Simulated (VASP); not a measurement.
# Na (P6_3/mmc) in VASP: notebook

The runs below take Na through single point, with PBE.

Program: VASP 6.6.1. These are calculated values, not measurements. Logs are shortened: lines on timing, memory, paths and dates and some standing lists are left out, and cuts for length are marked.

## Step 1: The cell of the first run

The structure is hexagonal, space group P6_3/mmc (No. 194). Conventional cell: a = 4.225 Å, b = 4.225 Å, c = 7.009 Å, α = 90.00°, β = 90.00°, γ = 120.00°. Around Na (site symmetry -6m2) lie 12 Na at 4.22 to 4.27 Å.

This isn't the form of Na at room conditions, which is bcc.

## Step 2: Single point, PBE (Rb replaced by Na, lengths x 0.853, strained and moved within the space group)

INCAR

```
SYSTEM = Na
PREC = Accurate
ENCUT = 520
EDIFF = 1E-7
ISMEAR = 0
SIGMA = 0.1
LREAL = .False.
LASPH = .True.
NELM = 100
ALGO = Fast
ISIF = 2
LWAVE = .False.
LCHARG = .False.
GGA = PE
NBANDS = 14
```

KPOINTS

```
Automatic mesh
0
Gamma
  6 6 4
  0 0 0
```

POSCAR

```
Na
1.0
    4.2245674734      0.0000000000      0.0000000000
   -2.1122837367      3.6585827520      0.0000000000
    0.0000000000      0.0000000000      7.0091573946
Na
2
Direct
    0.3333333300      0.6666666700      0.2500000000
    0.6666666700      0.3333333300      0.7500000000
```

Potentials or basis: VASP PAW PBE potentials, release 64 (Na_pv).

Command:

```sh
$ cat potpaw_PBE.64/Na_pv/POTCAR > POTCAR
$ mpirun -np 1 vasp_std > vasp.out
```

OUTCAR:

```text
SYSTEM = Na
   PREC = Accurate
   ENCUT = 520
   EDIFF = 1E-7
   ISMEAR = 0
   LREAL = .False.
   LASPH = .True.
   NELM = 100
   ISIF = 2
   GGA = PE

 ion  position               nearest neighbor table
   1  0.333  0.667  0.250-
   2  0.667  0.333  0.750-

  LATTYP: Found a hexagonal cell.
 ALAT       =     4.2245674734
 C/A-ratio  =     1.6591420160

  Lattice vectors:

 A1 = (   4.2245674734,   0.0000000000,   0.0000000000)
 A2 = (  -2.1122837367,   3.6585827520,   0.0000000000)
 A3 = (   0.0000000000,   0.0000000000,   7.0091573946)

Analysis of symmetry for initial positions (statically):
=====================================================================
 Subroutine PRICEL returns:
 Original cell was already a primitive cell.

 Routine SETGRP: Setting up the symmetry group for a
 hexagonal supercell.

 Subroutine GETGRP returns: Found 24 space group operations
 (whereof 12 operations were pure point group operations)
 out of a pool of 24 trial point group operations.

The static configuration has the point symmetry D_3d.
 The point group associated with its full space group is D_6h.

Analysis of symmetry for dynamics (positions and initial velocities):
=====================================================================
 Subroutine PRICEL returns:
 Original cell was already a primitive cell.

 Routine SETGRP: Setting up the symmetry group for a
 hexagonal supercell.

 Subroutine GETGRP returns: Found 24 space group operations
 (whereof 12 operations were pure point group operations)
 out of a pool of 24 trial point group operations.

The dynamic configuration has the point symmetry D_3d.
 The point group associated with its full space group is D_6h.

 Subroutine INISYM returns: Found 24 space group operations
 (whereof 12 operations are pure point group operations),
 and found     1 'primitive' translations

----------------------------------------------------------------------------------------

                                     Primitive cell

  volume of cell :     108.3330

  direct lattice vectors                    reciprocal lattice vectors
     4.224567473  0.000000000  0.000000000     0.236710623  0.136664942  0.000000000
    -2.112283737  3.658582752  0.000000000     0.000000000  0.273329884  0.000000000
     0.000000000  0.000000000  7.009157395     0.000000000  0.000000000  0.142670501

  length of vectors
     4.224567473  4.224567473  7.009157395     0.273329884  0.273329884  0.142670501

  position of ions in fractional coordinates (direct lattice)
     0.333333330  0.666666670  0.250000000
     0.666666670  0.333333330  0.750000000

  ion indices of the primitive-cell ions
   primitive index   ion index
                 1           1
                 2           2

----------------------------------------------------------------------------------------

 KPOINTS: Automatic mesh

Automatic generation of k-mesh.
 Grid dimensions read from file:
 generate k-points for:    6    6    4

 Generating k-lattice:

  Cartesian coordinates                     Fractional coordinates (reciprocal lattice)
     0.039451771  0.022777490  0.000000000     0.166666667  0.000000000  0.000000000
     0.000000000  0.045554981  0.000000000     0.000000000  0.166666667  0.000000000
     0.000000000  0.000000000  0.035667625     0.000000000  0.000000000  0.250000000

  Length of vectors
     0.045554981  0.045554981  0.035667625

  Shift w.r.t. Gamma in fractional coordinates (k-lattice)
     0.000000000  0.000000000  0.000000000

 Subroutine IBZKPT returns following result:
 ===========================================

 Found     21 irreducible k-points:

 Following reciprocal coordinates:
            Coordinates               Weight
  0.000000  0.000000  0.000000      1.000000
  0.166667 -0.000000  0.000000      6.000000
  0.333333  0.000000  0.000000      6.000000
  0.500000  0.000000  0.000000      3.000000
  0.166667  0.166667  0.000000      6.000000
  0.333333  0.166667  0.000000     12.000000
[... 13 lines left out ...]
  0.333333  0.166667  0.500000     12.000000
  0.333333  0.333333  0.500000      2.000000
   k-points           NKPTS =     21   k-points in BZ     NKDIM =     21   number of bands    NBANDS=     14
   number of dos      NEDOS =    301   number of ions     NIONS =      2
   total plane-waves  NPLWV =  55296
   dimension x,y,z NGX =    32 NGY =   32 NGZ =   54
   dimension x,y,z NGXF=    64 NGYF=   64 NGZF=  108
   ions per type =               2
   NGX,Y,Z   is equivalent  to a cutoff of  12.59, 12.59, 12.81 a.u.
   NGXF,Y,Z  is equivalent  to a cutoff of  25.19, 25.19, 25.62 a.u.
 SYSTEM =  Na
   PREC   = accura    normal or accurate (medium, high low for compatibility)
   ISTART =      0    job   : 0-new  1-cont  2-samecut
   ICHARG =      2    charge: 1-file 2-atom 10-const
   ISPIN  =      1    spin polarized calculation?
   LNONCOLLINEAR =      F non collinear calculations
   LSORBIT =      F    spin-orbit coupling
   LASPH  =      T    aspherical Exc in radial PAW
   ENCUT  =  520.0 eV  38.22 Ry    6.18 a.u.   7.85  7.85 13.03*2*pi/ulx,y,z
   NELM   =    100;   NELMIN=  2; NELMDL= -5     # of ELM steps
   EDIFF  = 0.1E-06   stopping-criterion for ELM
   LREAL  =      F    real-space projection
   EDIFFG = 0.1E-05   stopping-criterion for IOM
   NSW    =      0    number of steps for IOM
   IBRION =     -1    ionic relax: 0-MD 1-quasi-New 2-CG
   NFREE  =      0    steps in history (QN), initial steepest desc. (CG)
   ISIF   =      2    stress and relaxation
   ISYM   =      2    0-nonsym 1-usesym 2-fastsym
   POTIM  = 0.5000    time-step for ionic-motion
   TEBEG  =    0.0;   TEEND  =   0.0 temperature during run
   PSTRESS=    0.0 pullay stress
   NELECT =      14.0000    total number of electrons
   NUPDOWN=      -1.0000    fix difference up-down
   EMIN   =  10.00;   EMAX   =-10.00  energy-range for DOS
   EFERMI =   0.00;   METHOD = LEGACY
   ISMEAR =     0;   SIGMA  =   0.10  broadening in eV -4-tet -1-fermi 0-gaus
   EFERMI_NEDOS =   21; number of points for ismear=-14 and -15
   IALGO  =     68    algorithm
   IMIX   =      4    mixing-type and parameters
     AMIX     =   0.40;   BMIX     =  1.00
     AMIX_MAG =   1.60;   BMIX_MAG =  1.00
  volume/ion in A,a.u.               =      54.17       365.53
  Fermi-wavevector in a.u.,A,eV,Ry     =   0.827683  1.564093  9.320788  0.685059
  Thomas-Fermi vector in A             =   1.939929
   LORBIT       =      0    0 simple, 1 ext, 2 COOP (PROOUT), +10 PAW based schemes
   GGA     = PE    functional components
   LHFCALC =     F    Hartree Fock is set to
   AEXX    =    0.0000 exact exchange contribution
   IVDW    =     0    specifies the selected vdW correction
   LEPSILON=     F    determine dielectric tensor
   LRPA    =     F    only Hartree local field effects (RPA)
 non-spin polarized calculation
 RMM-DIIS sequential band-by-band and
 Gauss-broadening in eV      SIGMA  =   0.10
  energy-cutoff  :      520.00
  volume of cell :      108.33
 maximum number of plane-waves:      2949
 NGX is ok and might be reduce to    32
   NGX = 15   NGY = 15   NGZ = 27

 number of electron      14.0000006 magnetization

 Free energy of the ion-electron system (eV)
  ---------------------------------------------------
  ext. energy  EPLUGINS =         0.00000000
  ---------------------------------------------------
  free energy    TOTEN  =        -2.41737735 eV

  energy without entropy =       -2.41472501  energy(sigma->0) =       -2.41605118

 E-fermi :  -0.6146     XC(G=0):  -5.5952

 val. band max:       -0.7329256250   @ k =   0.3333   0.1667   0.2500
 cond. band min:      -0.4520782057   @ k =   0.1667   0.1667   0.2500
 fundamental gap:      0.2808474193
 Fermi energy:        -0.6145533862

 k-point     1 :       0.0000    0.0000    0.0000
  band No.  band energies     occupation
      1     -25.8311      2.00000
      2     -25.8246      2.00000
      3     -25.8246      2.00000
      4     -25.8235      2.00000
      5     -25.8235      2.00000
      6     -25.8235      2.00000
      7      -3.1282      2.00000
      8      -0.0653      0.00000
      9      -0.0389      0.00000
     10       7.5537      0.00000
     11       7.5537      0.00000
     12       7.5782      0.00000
     13       7.5782      0.00000
     14       7.9393      0.00000

 k-point     2 :       0.1667   -0.0000    0.0000
  band No.  band energies     occupation
      1     -25.8304      2.00000
      2     -25.8262      2.00000
      3     -25.8251      2.00000
      4     -25.8251      2.00000
      5     -25.8238      2.00000
      6     -25.8237      2.00000
      7      -2.8094      2.00000
      8       0.2314      0.00000
      9       0.2792      0.00000
     10       4.5696      0.00000
     11       6.1491      0.00000
     12       6.4890      0.00000
     13       7.3850      0.00000
     14       7.6171      0.00000

 k-point     3 :       0.3333    0.0000    0.0000
  band No.  band energies     occupation
      1     -25.8294      2.00000
      2     -25.8289      2.00000
      3     -25.8284      2.00000
      4     -25.8260      2.00000
      5     -25.8245      2.00000
      6     -25.8245      2.00000
      7      -1.8608      2.00000
      8       1.1224      0.00000
      9       1.1820      0.00000
     10       1.9095      0.00000
     11       4.7098      0.00000
     12       4.7751      0.00000
     13       5.3013      0.00000
     14       5.9005      0.00000
[... 273 lines left out ...]
 k-point    20 :       0.3333    0.1667    0.5000
  band No.  band energies     occupation
      1     -25.8305      2.00000
      2     -25.8305      2.00000
      3     -25.8269      2.00000
      4     -25.8269      2.00000
      5     -25.8252      2.00000
      6     -25.8252      2.00000
      7      -0.1657      0.00000
      8      -0.1657      0.00000
      9       1.6793      0.00000
     10       1.6793      0.00000
     11       3.5053      0.00000
     12       3.5053      0.00000
     13       5.8283      0.00000
     14       5.8283      0.00000

 k-point    21 :       0.3333    0.3333    0.5000
  band No.  band energies     occupation
      1     -25.8299      2.00000
      2     -25.8299      2.00000
      3     -25.8286      2.00000
      4     -25.8286      2.00000
      5     -25.8251      2.00000
      6     -25.8251      2.00000
      7       1.1601      0.00000
      8       1.1601      0.00000
      9       1.3767      0.00000
     10       1.3767      0.00000
     11       1.6095      0.00000
     12       1.6095      0.00000
     13       7.0623      0.00000
     14       7.0638      0.00000

------------------------ aborting loop because EDIFF is reached ----------------------------------------

  FORCE on cell =-STRESS in cart. coord.  units (eV):
  Direction    XX          YY          ZZ          XY          YZ          ZX
  --------------------------------------------------------------------------------------
  -------------------------------------------------------------------------------------
  Total       -0.8562590     -0.8562590     -1.2589134      0.0000000      0.0000000      0.0000000
  in kB      -12.6635303    -12.6635303    -18.6185342      0.0000000      0.0000000      0.0000000
  external PRESSURE =     -14.6485316 kB  Pullay stress =       0.0000000 kB

 VOLUME and BASIS-vectors are now :
 -----------------------------------------------------------------------------
  energy-cutoff  :      520.00
  volume of cell :      108.33
      direct lattice vectors                 reciprocal lattice vectors
     4.224567473  0.000000000  0.000000000     0.236710623  0.136664942  0.000000000
    -2.112283737  3.658582752  0.000000000     0.000000000  0.273329884  0.000000000
     0.000000000  0.000000000  7.009157395     0.000000000  0.000000000  0.142670501

 POSITION                                       TOTAL-FORCE (eV/Angst)
 -----------------------------------------------------------------------------------
     -0.00000      2.43906      1.75229         0.000000     -0.000000      0.000000
      2.11228      1.21953      5.25687        -0.000000      0.000000     -0.000000
 -----------------------------------------------------------------------------------
    total drift:                               -0.000002      0.000001     -0.000000

  FREE ENERGIE OF THE ION-ELECTRON SYSTEM (eV)
  ---------------------------------------------------
  free  energy   TOTEN  =        -2.4173773516 eV

  energy  without entropy=       -2.4147250088  energy(sigma->0) =       -2.41605118
```

Wall time 17 s (1 thread of Intel Xeon Platinum 8559C (Emerald Rapids), shared host); peak memory 0.21 GiB.

Results:

```yaml
Free_energy: -2.4174 eV
Pressure: -1.5 GPa
Band_gap_on_the_k_mesh: none (metal or under the smearing width)
```

Stress tensor (GPa, compression positive):
```
-1.27  0.00  0.00
 0.00 -1.27  0.00
 0.00  0.00 -1.86
```

## Step 3: Single point, PBE (Rb replaced by Li, lengths x 0.749, strained and moved within the space group)

INCAR

```
SYSTEM = Li
PREC     = Accurate       ! precision mode
ENCUT    = 520            ! plane-wave cutoff, eV
EDIFF    = 1E-6           ! SCF threshold, eV
ISMEAR   = 0              ! smearing method
SIGMA    = 0.1            ! smearing width, eV
LREAL    = .FALSE.        ! projectors in reciprocal space
LASPH    = .TRUE.         ! aspherical terms in the spheres
NELM     = 100            ! most SCF steps
ALGO     = Normal         ! electronic algorithm
ISIF     = 2              ! what is computed and relaxed
LWAVE    = .FALSE.        ! write WAVECAR
LCHARG   = .FALSE.        ! write CHGCAR
GGA      = PE             ! functional
NBANDS   = 10             ! bands
```

KPOINTS

```
regular mesh
0
G
  6 6 4
  0 0 0
```

POSCAR

```
Li
1.0
    3.9289247006      0.0000000000      0.0000000000
   -1.9644623503      3.4025486003      0.0000000000
    0.0000000000      0.0000000000      6.5186440486
Li
2
Direct
    0.3333333300      0.6666666700      0.2500000000
    0.6666666700      0.3333333300      0.7500000000
```

Potentials or basis: VASP PAW PBE potentials, release 64 (Li_sv).

Command:

```sh
$ cat potpaw_PBE.64/Li_sv/POTCAR > POTCAR
$ mpirun -np 1 vasp_std > vasp.out
```

Run time: 9.4 s. Hardware: 1 thread of Intel Xeon Platinum 8559C (Emerald Rapids), shared host; peak memory 0.18 GiB.

Results (log left out):

| Quantity | Value |
| --- | --- |
| Free energy | -3.0809 eV |
| Band gap on the k mesh | none (metal or under the smearing width) |

Levels at points of the mesh, in eV from the Fermi level:
| k point | band 1 | band 2 | band 3 | band 4 | band 5 | band 6 | band 7 |
| --- | --- | --- | --- | --- | --- | --- | --- |
| (0.00, 0.00, 0.00) | -47.90 | -47.90 | -2.47 | 0.22 | 1.10 | 7.37 | 7.37 |
| (0.50, 0.00, 0.00) | -47.90 | -47.90 | 0.15 | 0.47 | 2.97 | 3.34 | 3.81 |
| (0.00, 0.00, 0.50) | -47.90 | -47.90 | -1.71 | -1.71 | 4.53 | 4.53 | 7.84 |
| (0.50, 0.00, 0.50) | -47.90 | -47.90 | 0.66 | 0.66 | 1.71 | 1.71 | 5.92 |

Caveat: the cutoff is under 1.25 times the usual one of these potentials, so pressure, stress and relaxed cells hold a basis-set (Pulay) error.

(Part 1 of 2 ends here.)
